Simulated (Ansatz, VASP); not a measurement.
**Be: VASP beside Ansatz**

```xyz
1
Lattice="0.0000 1.6211 1.6211 1.6211 0.0000 1.6211 1.6211 1.6211 0.0000" Properties=species:S:1:pos:R:3 pbc="T T T"
Be    0.0000    0.0000    0.0000
```

Alike in both runs: task single point; functional BLYP; k mesh 19 × 19 × 19; occupations fermi-dirac, width 0.1 eV; no spin polarisation.

```csv
,VASP,Ansatz
version,VASP 6.6.1,Ansatz 0.2.0
potentials or method,"VASP PAW PBE potentials, release 64 (Be)","plane waves (420 eV) with PAW, scalar-relativistic"
plane-wave cutoff (eV),520,420
valence electrons in the cell,2,2
```

Ansatz gave:

```
pressure (GPa) : -7.9
```

Task: Which values does VASP return?

Result: Pressure (GPa): -7.8.

With one functional, cell and mesh, what is left measures potentials, basis and numerics.

Caveats: the PAW data sets were made with another functional, which shifts forces and pressure a little (VASP).
